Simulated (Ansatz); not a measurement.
## Formation energy of TiS2 (CdI2-type structure)

Method: r²SCAN, scalar-relativistic; no spin polarisation; PAW, 500 eV, Γ-centred 12×12×6 mesh, 0.05 eV Gaussian smearing; code Ansatz. The datasets are Ansatz's generated set soft_2.

The compound is reported in the structure type of the start.

The structure is trigonal, space group P-3m1 (No. 164). Conventional cell: a = 3.425 Å, b = 3.425 Å, c = 5.966 Å, α = 90.00°, β = 90.00°, γ = 120.00°. Ti (site symmetry -3m) is surrounded by 6 S at 2.42 Å. Around S (site symmetry 3m) lie 3 Ti at 2.42 Å. (Shells end 15 % past the nearest neighbour.)

The elements were computed in their standard states with the same datasets, cutoff and functional. Total energies depend on the potentials used, so only differences within one code and one set of settings carry meaning.

Energy of the relaxed cell (3 atoms, smearing extrapolated to zero): -4320.511 eV. Elements, in eV/atom: Ti -2504.370, S -905.816.

Question: What is the formation energy?

Answer: [-4320.511 − (1 × -2504.370 + 2 × -905.816)] / 3 = -1.50 eV/atom, or -145 kJ per mole of atoms.

The value is for 0 K, without zero-point energy. Uncorrected semilocal values for oxides, chalcogenides and halides often miss by tenths of an eV an atom. A negative value shows stability against the elements alone, not against other compounds or structures.

Bader charges against formal ones: Ti +1.86 (+4), S −0.93 (−2). The cations give up 47 % of the formal charge; Bader charges stay under formal ones because the anions' density reaches into the cations' basins, the more so the higher the formal charge and the softer the anion.

Formal charges Ti⁴⁺, S²⁻ balance and leave closed shells on every ion, so a band insulator is expected, and the gap is 0.22 eV.

The structure is built of weakly bound layers, and this functional has no dispersion term, so their spacing and all that hangs on it (volume, the soft elastic constants, low modes, dielectric constants) are poorly given.
